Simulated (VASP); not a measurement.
Write the native input for VASP 6.6.1 that does the following.

```
Task                   : single point
Functional             : PBE
Dispersion             : D3(BJ)
Potentials or basis    : VASP PAW PBE potentials, release 64 (Sn_d, Se)
Cutoff                 : 520 eV
k mesh                 : 10 × 10 × 10
Occupations            : gaussian, width 0.02 eV
Spin                   : no spin polarisation
Dipole correction      : no
Further INCAR settings : ALGO = Normal; EDIFF = 1e-06; NBANDS = 17
```

The structure of SnSe lies in POSCAR:

```
SnSe
1.0
    0.0000000000      2.9887688371      2.9887688371
    2.9887688371      0.0000000000      2.9887688371
    2.9887688371      2.9887688371      0.0000000000
Sn Se
1 1
Direct
    0.0000000000      0.0000000000      0.0000000000
    0.5000000000      0.5000000000      0.5000000000
```

Measurements of this composition are mostly on another form, of space group No. 62.

One way to write it, as run:

INCAR

```
PREC     = Accurate       # precision mode
ENCUT    = 520            # plane-wave cutoff, eV
EDIFF    = 1E-6           # SCF threshold, eV
ISMEAR   = 0              # smearing method
SIGMA    = 0.02           # smearing width, eV
LREAL    = False          # projectors in reciprocal space
LASPH    = True           # aspherical terms in the spheres
NELM     = 100            # most SCF steps
ALGO     = Normal         # electronic algorithm
ISIF     = 2              # what is computed and relaxed
LWAVE    = False          # write WAVECAR
LCHARG   = False          # write CHGCAR
GGA      = PE             # functional
IVDW     = 12             # dispersion correction
NBANDS   = 17             # bands
```

KPOINTS

```
regular mesh
0
Gamma
  10 10 10
```

Potentials or basis: VASP PAW PBE potentials, release 64 (Sn_d, Se).

The run is started by

```console
$ cat potpaw_PBE.64/Sn_d/POTCAR potpaw_PBE.64/Se/POTCAR > POTCAR
$ mpirun -np 1 vasp_std > vasp.out
```

It gave:

```
Pressure                   : 0.0 GPa
Band gap on the k mesh     : 0.52 eV, indirect (least direct gap 0.64 eV)
Dispersion energy per atom : -0.361 eV
```

Caveat: spin-orbit coupling is left out, which moves the levels of the heavy elements.

Run time: 14 s on 1 thread of Intel(R) Xeon(R) 6975P-C (Granite Rapids), on a shared host, peak memory 0.2 GiB.
